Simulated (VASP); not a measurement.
SiC (Moissanite 3C):

```
CELL_PARAMETERS angstrom
0.00000 2.17900 2.17900
2.17900 0.00000 2.17900
2.17900 2.17900 0.00000
ATOMIC_POSITIONS crystal
Si 0.00000 0.00000 0.00000
C 0.75000 0.75000 0.75000
```

```yaml
Program: VASP 6.6.1
Task: relaxation of cell and atoms
Functional: vdW-DF2
Potentials_or_basis: VASP PAW PBE potentials, release 64 (Si, C)
Cutoff: 600 eV
k_mesh: 10 × 10 × 10
Occupations: fermi-dirac, width 0.05 eV
Spin: no spin polarisation
```

At the start: pressure 9.6 GPa; volume 10.35 Å³/atom.

Task: Where does the relaxation end?

Result: Over 3 steps the energy falls by 13.9 meV/atom and the volume is 10.83 Å³/atom (+4.7 %); space group F-43m (No. 216, to 0.05 Å).

Step by step:
```
step  energy change (eV)  largest force (eV/Å)  pressure (GPa)  volume (Å³)
   1              0.0000                0.0000            9.57        20.69
   2             -0.0055                0.0000           -7.36        22.60
   3             -0.0278                0.0000           -0.04        21.67
```

Final structure:
```
Si C
1.0
     0.00000    2.21272    2.21272
     2.21272    0.00000    2.21272
     2.21272    2.21272    0.00000
Si C
1 1
Direct
  0.00000 0.00000 0.00000
  0.75000 0.75000 0.75000
```

Caveat: the PAW data sets were made with another functional, which shifts forces and pressure a little.
